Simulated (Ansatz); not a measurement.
**SiC (F-43m): G0W0 and the treatment of frequencies and band sums**

```xyz
2
Lattice="0.0000 2.1037 2.1037 2.1037 0.0000 2.1037 2.1037 2.1037 0.0000" Properties=species:S:1:pos:R:3 pbc="T T T"
Si    0.0000    0.0000    0.0000
C     1.0519    1.0519    1.0519
```

Held fixed (Ansatz):

| Quantity | Value |
| --- | --- |
| orbitals | PBE |
| datasets | hard PAW set made for 700 eV |
| k mesh | 4×4×4 |
| response cutoff | 200 eV |
| wave cutoff | 700 eV |

The gap is read from Γ to k = (0, -0.5, -0.5), linearised, between the Kohn-Sham band edges among the points solved. ε∞ is the electronic dielectric constant on this mesh. Runs with cut sums weigh the q → 0 term analytically. The completed-sum build treats it its own way, which on a coarse mesh shifts the gap as well.

Task: Taking contour deformation, sums cut at 120 empty bands as the reference, which of the others (plasmon pole fitted at 24.34i eV, sums cut at 120 empty bands; contour deformation, 49 empty bands and completed sums (trial build, its own q → 0 term)) gives the gap farthest from it?

Result: Farthest from contour deformation, sums cut at 120 empty bands in the G0W0 gap: contour deformation, 49 empty bands and completed sums (trial build, its own q → 0 term) (+0.20 eV). The nearest differs by 0.076 eV.

```
                                                                               treatment  KS gap (eV)  G0W0 gap (eV)   ε∞
                                        contour deformation, sums cut at 120 empty bands         1.20           2.10  8.7
                           plasmon pole fitted at 24.34i eV, sums cut at 120 empty bands         1.20           2.03  8.7
contour deformation, 49 empty bands and completed sums (trial build, its own q → 0 term)         1.20           2.30  8.6
```

The cell is a model at fixed atoms and needn't be the relaxed known crystal. Points k are given in fractions of the reciprocal vectors. The mesh is coarse, so these are values at the stated settings, not converged ones. Band sums or response are cut, so the gap isn't at its basis limit. The gap is read on the mesh, and the crystal's band edges can lie off it. Meshes this coarse can overestimate the dielectric constant by a tenth and more.
